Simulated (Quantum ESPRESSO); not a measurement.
Runs of Quantum ESPRESSO 7.5 on CrO2. Symmetry: P-3m1, No. 164, trigonal system. Conventional cell: a = 2.780 Å, b = 2.780 Å, c = 4.485 Å, α = 90.00°, β = 90.00°, γ = 120.00°. Around Cr (site symmetry -3m) lie 6 O at 1.96 Å. Around O (site symmetry 3m) lie 3 Cr at 1.96 Å. Measurements of this composition are mostly on another form, of space group No. 136.

```csv
task,spin,U,fixed moment (μB),magnetic state asked for,moments locked,dos occupations,gap on the mesh (eV),moment (μB),largest force (eV/Å)
single point,"collinear, ferromagnetic start",Cr d U = 4 eV,-,free,none,-,(a),2.00,2.14
projected density of states,"collinear, ferromagnetic start",Cr d U = 1 eV,-,free,none,tetrahedra_opt,none,2.00,2.14
single point,"collinear, zero start",Cr d U = 4 eV,-,nm_spin,none,-,none,2.00,2.10
single point,off,Cr d U = 4 eV,-,nm,none,-,none,-,1.78
single point,"collinear, ferromagnetic start",Cr d U = 4 eV,2.0,fm,total,-,-,2.00,2.14
single point,"collinear, ferromagnetic start",Cr d U = 8 eV,-,free,none,-,none,2.00,1.22
```

Alike in all rows: level PBE+U; potentials or basis JTH 2.0 PBE; cell as given; k mesh 4 × 4 × 2; cutoff (eV) 490; smearing gaussian 0.05 eV; the mesh is coarse, so values aren't converged.

Problem. Fill in the values left out.

Solution. (a) 0.10.

Caveats: all runs use coarse meshes; forces of over 1 eV/Å show positions far from the minimum, so gaps and moduli don't describe the material at rest; a cell with one magnetic atom can't hold antiferromagnetic order, which such compounds often take (some runs); U without spin polarisation on a metal has little footing (some runs); the total moment is fixed, so each spin has its own Fermi level (some runs).

A k mesh can miss the band edges.

A gap of «none» marks a metal or a gap under the smearing width.
